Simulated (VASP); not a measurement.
Input of a VASP 6.6.1 run:

INCAR

```
SYSTEM = Mo
PREC = Accurate
ENCUT = 600
EDIFF = 1E-7
ISMEAR = 1
SIGMA = 0.1
LREAL = .False.
LASPH = .True.
NELM = 80
ALGO = Normal
ISIF = 2
LWAVE = .False.
LCHARG = .False.
GGA = CA
IBRION = 2
NSW = 40
EDIFFG = -0.01
```

The input KPOINTS:

```
Automatic mesh
0
Gamma
  16 16 16
  0 0 0
```

The input POSCAR:

```
Mo                                      
1.0
   -1.5258019392      1.5258019392      1.5258019392
    1.5258019392     -1.5258019392      1.5258019392
    1.5258019392      1.5258019392     -1.5258019392
  Mo            
     1
Direct
     0.0000000000000000    0.0000000000000000    0.0000000000000000
```

Potentials or basis: VASP PAW LDA potentials, release 64 (Mo_sv).

Run with:

```sh
$ cat potpaw_LDA.64/Mo_sv/POTCAR > POTCAR
$ mpirun -np 1 vasp_std > vasp.out
```

Predict the band gap on the k mesh.

none (metal or under the smearing width).

Final structure:
```cif
data_structure
_symmetry_space_group_name_H-M 'P 1'
_symmetry_Int_Tables_number 1
_cell_length_a 2.6428
_cell_length_b 2.6428
_cell_length_c 2.6428
_cell_angle_alpha 109.471
_cell_angle_beta 109.471
_cell_angle_gamma 109.471
_cell_volume 14.21
loop_
_atom_site_label
_atom_site_type_symbol
_atom_site_fract_x
_atom_site_fract_y
_atom_site_fract_z
_atom_site_occupancy
Mo1 Mo 0.00000 0.00000 0.00000 1
```

Caveat: the relaxation stopped at its first step, so nothing moved.
